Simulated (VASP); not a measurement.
Write the native input for VASP 6.6.1 that does the following.

```
Task                   : single point
Functional             : PBE
Potentials or basis    : VASP PAW PBE potentials, release 64 (K_sv, F)
Cutoff                 : 520 eV
k mesh                 : 8 × 8 × 8
Occupations            : fermi-dirac, width 0.02 eV
Spin                   : no spin polarisation
Dipole correction      : no
Further INCAR settings : ALGO = Normal; EDIFF = 1e-06; NBANDS = 15
```

The structure of KF lies in POSCAR:

```
KF
1.0
    0.0000000000      2.5805212422      2.5805212422
    2.5805212422      0.0000000000      2.5805212422
    2.5805212422      2.5805212422      0.0000000000
K F
1 1
Direct
    0.0000000000      0.0000000000      0.0000000000
    0.5000000000      0.5000000000      0.5000000000
```

The cell was built by a generator and needn't be a form met in nature.

The cell isn't the ideal one: hydrostatic strain -3.0%.

One way to write it, as run:

INCAR

```
SYSTEM = KF
PREC = Accurate
ENCUT = 520
EDIFF = 1E-6
ISMEAR = -1
SIGMA = 0.02
LREAL = .False.
LASPH = .True.
NELM = 60
ALGO = Normal
ISIF = 2
LWAVE = .False.
LCHARG = .True.
GGA = PE
LELF = .True.
LVHAR = .True.
NBANDS = 15
```

KPOINTS

```
Automatic mesh
0
Gamma
  8 8 8
  0 0 0
```

Potentials or basis: VASP PAW PBE potentials, release 64 (K_sv, F).

Launch:

```sh
$ cat potpaw_PBE.64/K_sv/POTCAR potpaw_PBE.64/F/POTCAR > POTCAR
$ mpirun -np 1 vasp_std > vasp.out
```

It gave:

```yaml
Pressure: 6.3 GPa
Band_gap_on_the_k_mesh: 6.75 eV, direct
```

It took 8.2 s on 1 thread of Intel(R) Xeon(R) 6975P-C (Granite Rapids), with other jobs on the host, peak memory 0.16 GiB.
